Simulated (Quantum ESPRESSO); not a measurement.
# Sn (I4_1/amd) in Quantum ESPRESSO: further runs, part 2 of 2

Quantum ESPRESSO 7.5. Earlier steps stand in the parts before.

## 3. Wannier functions, PBEsol

pw.in

```
&CONTROL
  calculation = 'scf'
  prefix = 'pwscf'
  outdir = './tmp'
  pseudo_dir = './pseudo'
  tprnfor = .true.
  tstress = .true.
  disk_io = 'low'
/
&SYSTEM
  ibrav = 0
  nat = 2
  ntyp = 1
  ecutwfc = 45
  ecutrho = 360
  nbnd = 21
  occupations = 'smearing'
  smearing = 'fd'
  degauss = 0.00367493
/
&ELECTRONS
  conv_thr = 4d-10
  electron_maxstep = 120
  mixing_beta = 0.5
/
ATOMIC_SPECIES
Sn   118.7100 sn_pbesol_v1.4.uspp.F.UPF
CELL_PARAMETERS angstrom
  -2.9401404553    2.9401404553    1.5993019889
   2.9401404553   -2.9401404553    1.5993019889
   2.9401404553    2.9401404553   -1.5993019889
ATOMIC_POSITIONS crystal
Sn     0.0000000000    0.0000000000    0.0000000000
Sn     0.7500000000    0.2500000000    0.5000000000
K_POINTS automatic
7 7 7 0 0 0
```

nscf.in

```
&CONTROL
  calculation = 'nscf'
  prefix = 'pwscf'
  outdir = './tmp'
  pseudo_dir = './pseudo'
  disk_io = 'low'
/
&SYSTEM
  ibrav = 0
  nat = 2
  ntyp = 1
  ecutwfc = 45
  ecutrho = 360
  nbnd = 26
  occupations = 'smearing'
  smearing = 'fd'
  degauss = 0.00367493
  nosym = .true.
  noinv = .true.
/
&ELECTRONS
  conv_thr = 1d-09
  electron_maxstep = 120
  mixing_beta = 0.5
  diago_full_acc = .true.
/
ATOMIC_SPECIES
Sn   118.7100 sn_pbesol_v1.4.uspp.F.UPF
CELL_PARAMETERS angstrom
  -2.9401404553    2.9401404553    1.5993019889
   2.9401404553   -2.9401404553    1.5993019889
   2.9401404553    2.9401404553   -1.5993019889
ATOMIC_POSITIONS crystal
Sn     0.0000000000    0.0000000000    0.0000000000
Sn     0.7500000000    0.2500000000    0.5000000000
K_POINTS crystal
125
  0.00000000   0.00000000   0.00000000 8.00000000e-03
  0.00000000   0.00000000   0.20000000 8.00000000e-03
  0.00000000   0.00000000   0.40000000 8.00000000e-03
  0.00000000   0.00000000   0.60000000 8.00000000e-03
  0.00000000   0.00000000   0.80000000 8.00000000e-03
  0.00000000   0.20000000   0.00000000 8.00000000e-03
[... 117 lines left out ...]
  0.80000000   0.80000000   0.60000000 8.00000000e-03
  0.80000000   0.80000000   0.80000000 8.00000000e-03
```

pw2wan.in

```
&INPUTPP
  prefix = 'pwscf'
  outdir = './tmp'
  seedname = 'w'
  write_mmn = .true.
  write_amn = .true.
  scdm_proj = .true.
  scdm_entanglement = 'erfc'
  scdm_mu = 14.25
  scdm_sigma = 3
/
```

bands.in

```
&CONTROL
  calculation = 'bands'
  prefix = 'pwscf'
  outdir = './tmp'
  pseudo_dir = './pseudo'
  disk_io = 'low'
/
&SYSTEM
  ibrav = 0
  nat = 2
  ntyp = 1
  ecutwfc = 45
  ecutrho = 360
  nbnd = 26
  occupations = 'smearing'
  smearing = 'fd'
  degauss = 0.00367493
/
&ELECTRONS
  conv_thr = 1d-08
  electron_maxstep = 120
  mixing_beta = 0.5
  diago_full_acc = .true.
/
ATOMIC_SPECIES
Sn   118.7100 sn_pbesol_v1.4.uspp.F.UPF
CELL_PARAMETERS angstrom
  -2.9401404553    2.9401404553    1.5993019889
   2.9401404553   -2.9401404553    1.5993019889
   2.9401404553    2.9401404553   -1.5993019889
ATOMIC_POSITIONS crystal
Sn     0.0000000000    0.0000000000    0.0000000000
Sn     0.7500000000    0.2500000000    0.5000000000
K_POINTS crystal
121
  0.00000000   0.00000000   0.00000000 1
  0.00000000   0.00000000   0.04166700 1
  0.00000000   0.00000000   0.08333300 1
  0.00000000   0.00000000   0.12500000 1
  0.00000000   0.00000000   0.16666700 1
  0.00000000   0.00000000   0.20833300 1
[... 113 lines left out ...]
  0.23437500   0.23437500   0.26562500 1
  0.25000000   0.25000000   0.25000000 1
```

w.win

```
num_wann = 8
num_bands = 16
auto_projections = true
dis_num_iter = 0
num_iter = 400
conv_tol = 1.0d-9
conv_window = 4
num_print_cycles = 40
fermi_energy = 10.2515
bands_plot = true
write_hr = true
mp_grid = 5 5 5
exclude_bands = 1-10
begin unit_cell_cart
ang
 -2.9401404553   2.9401404553   1.5993019889
  2.9401404553  -2.9401404553   1.5993019889
  2.9401404553   2.9401404553  -1.5993019889
end unit_cell_cart
begin atoms_frac
Sn   0.0000000000   0.0000000000   0.0000000000
Sn   0.7500000000   0.2500000000   0.5000000000
end atoms_frac
begin kpoint_path
G   0.0000000000   0.0000000000   0.0000000000  X   0.0000000000   0.0000000000   0.5000000000
X   0.0000000000   0.0000000000   0.5000000000  M  -0.5000000000   0.5000000000   0.5000000000
M  -0.5000000000   0.5000000000   0.5000000000  G   0.0000000000   0.0000000000   0.0000000000
G   0.0000000000   0.0000000000   0.0000000000  Z   0.3239715651   0.3239715651  -0.3239715651
Z   0.3239715651   0.3239715651  -0.3239715651  P   0.2500000000   0.2500000000   0.2500000000
P   0.2500000000   0.2500000000   0.2500000000  N   0.0000000000   0.5000000000   0.0000000000
N   0.0000000000   0.5000000000   0.0000000000  Z1  -0.3239715651   0.6760284349   0.3239715651
Z1  -0.3239715651   0.6760284349   0.3239715651  M  -0.5000000000   0.5000000000   0.5000000000
X   0.0000000000   0.0000000000   0.5000000000  P   0.2500000000   0.2500000000   0.2500000000
end kpoint_path
bands_num_points = 12
begin kpoints
  0.00000000   0.00000000   0.00000000
  0.00000000   0.00000000   0.20000000
  0.00000000   0.00000000   0.40000000
  0.00000000   0.00000000   0.60000000
  0.00000000   0.00000000   0.80000000
  0.00000000   0.20000000   0.00000000
[... 117 lines left out ...]
  0.80000000   0.80000000   0.60000000
  0.80000000   0.80000000   0.80000000
end kpoints
```

Potentials or basis: GBRV 1.5 PBEsol.

Command:

```console
$ OMP_NUM_THREADS=1 pw.x -in pw.in > pw.out
$ OMP_NUM_THREADS=1 pw.x -in nscf.in > nscf.out
$ wannier90.x -pp w
$ OMP_NUM_THREADS=1 pw2wannier90.x -in pw2wan.in > pw2wan.out
$ wannier90.x w
$ OMP_NUM_THREADS=1 pw.x -in bands.in > bands.out
```

pw.out:

```text
This program is part of the open-source Quantum ESPRESSO suite
     for quantum simulation of materials; please cite
[... 9 lines left out ...]
     --------------------
     sticks:   dense  smooth     PW     G-vecs:    dense   smooth      PW
     Sum        1369     673    221                43071    15169    2771

     Using Slab Decomposition

     bravais-lattice index     =            0
     lattice parameter (alat)  =       8.4186  a.u.
     unit-cell volume          =     373.1842 (a.u.)^3
     number of atoms/cell      =            2
     number of atomic types    =            1
     number of electrons       =        28.00
     number of Kohn-Sham states=           21
     kinetic-energy cutoff     =      45.0000  Ry
     charge density cutoff     =     360.0000  Ry
     scf convergence threshold =      4.0E-10
     mixing beta               =       0.5000
     number of iterations used =            8  plain     mixing
     Exchange-correlation= SLA  PW   PSX  PSC
                           (   1   4  10   8   0   0   0)

     celldm(1)=   8.418644  celldm(2)=   0.000000  celldm(3)=   0.000000
     celldm(4)=   0.000000  celldm(5)=   0.000000  celldm(6)=   0.000000

     crystal axes: (cart. coord. in units of alat)
               a(1) = (  -0.659971   0.659971   0.358994 )
               a(2) = (   0.659971  -0.659971   0.358994 )
[... 39 lines left out ...]
        k(    6) = (   0.2164597   0.1082299   0.1989687), wk =   0.0932945
[... 32 lines left out ...]
        k(   39) = (  -0.0000000  -0.0000000   1.1938122), wk =   0.0116618
        k(   40) = (  -0.0000000   0.6493792  -0.0000000), wk =   0.0233236

     Dense  grid:    43071 G-vectors     FFT dimensions: (  60,  60,  54)

     Smooth grid:    15169 G-vectors     FFT dimensions: (  36,  36,  36)

     Initial potential from superposition of free atoms

     starting charge      25.9999, renormalised to      28.0000
     Starting wfcs are   18 randomized atomic wfcs +    3 random wfcs

     Self-consistent Calculation

     iteration #  1     ecut=    45.00 Ry     beta= 0.50
     Davidson diagonalization with overlap
     ethr =  1.00E-02,  avg # of iterations =  8.2

     total energy              =    -317.31129293 Ry
     estimated scf accuracy    <       2.29953714 Ry
[... 71 lines left out ...]
     iteration # 12     ecut=    45.00 Ry     beta= 0.50
     Davidson diagonalization with overlap
     ethr =  2.56E-12,  avg # of iterations =  2.0

     End of self-consistent calculation

          k = 0.0000 0.0000 0.0000 (  1891 PWs)   bands (ev):

   -11.2331 -11.1501 -11.1108 -11.0968 -10.9548 -10.9548 -10.9443 -10.9443
   -10.8645 -10.7615  -0.6942   6.5853   8.3824   8.3824  13.2938  16.4387
    16.4387  17.0501  17.1469  20.0672  20.7335
[... 231 lines left out ...]
   -11.1639 -11.1615 -11.0112 -10.9786 -10.9767 -10.9663 -10.9511 -10.9401
   -10.9308 -10.9301   2.3341   2.8815   5.6910   6.2503  15.3712  15.3838
    18.4960  19.2206  21.5757  22.6050  22.8559

     the Fermi energy is    10.2515 ev

!    total energy              =    -317.82504272 Ry
     estimated scf accuracy    <          7.1E-11 Ry
     smearing contrib. (-TS)   =      -0.00070034 Ry
     internal energy E=F+TS    =    -317.82434238 Ry

     The total energy is F=E-TS. E is the sum of the following terms:
     one-electron contribution =    -113.26368962 Ry
     hartree contribution      =      76.61942621 Ry
     xc contribution           =     -85.10476108 Ry
     ewald contribution        =    -196.07531790 Ry

     convergence has been achieved in  12 iterations

     Forces acting on atoms (cartesian axes, Ry/au):

     atom    1 type  1   force =     0.00000000   -0.00000000    0.00000000
     atom    2 type  1   force =    -0.00000000    0.00000000   -0.00000000

     Total force =     0.000000     Total SCF correction =     0.000000

     Computing stress (Cartesian axis) and pressure

          total   stress  (Ry/bohr**3)                   (kbar)     P=      -34.06
  -0.00024568   0.00000000   0.00000000          -36.14        0.00        0.00
   0.00000000  -0.00024568   0.00000000            0.00      -36.14        0.00
   0.00000000   0.00000000  -0.00020329            0.00        0.00      -29.90

=------------------------------------------------------------------------------=
   JOB DONE.
=------------------------------------------------------------------------------=
```

nscf.out:

```text
This program is part of the open-source Quantum ESPRESSO suite
     for quantum simulation of materials; please cite
         "P. Giannozzi et al., J. Phys.:Condens. Matter 21 395502 (2009);
         "P. Giannozzi et al., J. Phys.:Condens. Matter 29 465901 (2017);
         "P. Giannozzi et al., J. Chem. Phys. 152 154105 (2020);
     in publications or presentations arising from this work. More details at

[... 81 lines left out ...]

     Number of k-points >= 100: set verbosity='high' to print the bands.

     the Fermi energy is    10.2212 ev
     (compare with:    10.2515 eV, computed in scf)

=------------------------------------------------------------------------------=
   JOB DONE.
=------------------------------------------------------------------------------=
```

w-pp.out:

```text
x           y           z                         |
 |            ---        --------------------------------                     |
 |             1         0.213704    0.213704    0.000000                     |
 |             2        -0.213704    0.213704    0.000000                     |
 |             3         0.213704   -0.000000    0.392870                     |
 |             4        -0.000000    0.213704    0.392870                     |
 |             5         0.000000   -0.213704    0.392870                     |
 |             6        -0.213704    0.000000    0.392870                     |
 +----------------------------------------------------------------------------+

 Time to get kmesh              0.030 (sec)
 *============================================================================*
 |                              MEMORY ESTIMATE                               |
 *============================================================================*
 |                        Disentanglement            8.05 Mb                  |
 |                            Wannierise:            4.21 Mb                  |
 |                          plot_wannier:            4.21 Mb                  |
 *----------------------------------------------------------------------------*

 Starting a new Wannier90 calculation ...

 Time to write kmesh            0.039 (sec)

 Exiting... w.nnkp written.
```

Wall time 4 min (1 thread of Arm Neoverse V2, shared host); peak memory 0.2 GiB.

Results:

```yaml
Free_energy: -4324.2300 eV
Band_gap_on_the_k_mesh: none (metal or under the smearing width)
Total_Wannier_spread: 28.44 Å² over 8 functions
RMS_miss_of_the_Wannier_bands: 0.279 eV
```

Levels at the corners of the path, in eV from the Fermi level:
```
point  band 11  band 12  band 13  band 14  band 15  band 16  band 17  band 18
    Γ   -10.95    -3.67    -1.87    -1.87     3.04     6.19     6.19     6.80
    X    -8.75    -8.75     0.65     0.65     1.58     1.58     6.03     6.03
    M    -7.46    -7.46    -4.65    -4.65     5.07     5.07     9.24     9.24
    Γ   -10.95    -3.67    -1.87    -1.87     3.04     6.19     6.19     6.80
    Z    -6.42    -5.50    -2.92    -2.79    -2.79     3.03     5.57     5.57
    P    -5.90    -5.90    -3.39    -3.39     3.59     3.59     3.93     3.93
    N    -6.83    -5.29    -2.28    -1.60    -1.04     2.32     2.87     4.65
   Z1    -6.42    -5.50    -2.92    -2.79    -2.79     3.03     5.57     5.57
    M    -7.46    -7.46    -4.65    -4.65     5.07     5.07     9.24     9.24
    X    -8.75    -8.75     0.65     0.65     1.58     1.58     6.03     6.03
    P    -5.90    -5.90    -3.39    -3.39     3.59     3.59     3.93     3.93
```

Wannier functions:
```
function  nearest atom  distance (Å)  spread (Å²)  on-site energy from the reference level (eV)
       1          1 Sn          0.75         2.85                                         -0.67
       2          2 Sn          0.79         2.90                                         -0.69
       3          1 Sn          1.01         5.48                                          0.32
       4          1 Sn          0.73         3.04                                         -0.89
       5          2 Sn          0.95         4.72                                          0.46
       6          2 Sn          0.75         2.77                                         -0.38
       7          1 Sn          0.74         3.13                                         -0.23
       8          2 Sn          0.76         3.55                                         -0.17
```

Parts of the spread (Å²): invariant 20.98, diagonal 0.605, off-diagonal 6.86, total 28.44. Against the direct bands the interpolation misses by 279 meV (root mean square) and 1280 meV at most, for states up to 1 eV over the reference level.

Caveat: the k mesh is coarse; the cutoff is too short for stress, so the log's stress isn't used; the cutoff lies well under what these potentials need, so the values aren't converged; spin-orbit coupling is left out, which moves the levels of the heavy elements.
